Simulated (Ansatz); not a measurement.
# W (fcc type): the cost of one run

Program: Ansatz 0.2.0. Level of theory: DFT PBE, with the methods named in each step. These are calculated values, not measurements.

## Step 1: The structure to begin with

The structure is cubic, space group Fm-3m (No. 225). Conventional cell: a = 4.012 Å, b = 4.012 Å, c = 4.012 Å, α = 90.00°, β = 90.00°, γ = 90.00°. W (site symmetry m-3m) is surrounded by 12 W at 2.84 Å.

Coordinates:

```cif
data_structure
_symmetry_space_group_name_H-M 'P 1'
_symmetry_Int_Tables_number 1
_cell_length_a 2.8369
_cell_length_b 2.8369
_cell_length_c 2.8369
_cell_angle_alpha 60.000
_cell_angle_beta 60.000
_cell_angle_gamma 60.000
_cell_volume 16.15
loop_
_atom_site_label
_atom_site_type_symbol
_atom_site_fract_x
_atom_site_fract_y
_atom_site_fract_z
_atom_site_occupancy
W1 W 0.00000 0.00000 0.00000 1
```

The PAW steps are scalar-relativistic and only prepare the cells; LAPW drops relativity.

## Step 2: Fcc relaxed, PAW

input.yaml

```yaml
crystal:
  lattice:
    - [0.0, 2.0060235071, 2.0060235071]
    - [2.0060235071, 0.0, 2.0060235071]
    - [2.0060235071, 2.0060235071, 0.0]
  atoms:
    - { symbol: W, position: [0.0, 0.0, 0.0] }
kpoints:
  mp_grid: { grid: [18, 18, 18] }
scf:
  occupations: { method: fermi_dirac, width: 0.05 }
hamiltonian:
  xc: pbe
  pseudopotentials: { kind: paw }
output:
  forces: true
  stress: true
relax:
  f_tol: 0.005
  max_steps: 40
  cell: {}
```

Launch:

```bash
$ ansatz run input.yaml --threads 1 --pin off --max-ram 3072MiB --backend cpu --events-out ev --progress --plain --runs-dir out
```

What time and memory should one allow on 1 thread of Arm Neoverse V2, shared host?

About 6.7 s, with a peak of 0.31 GiB.
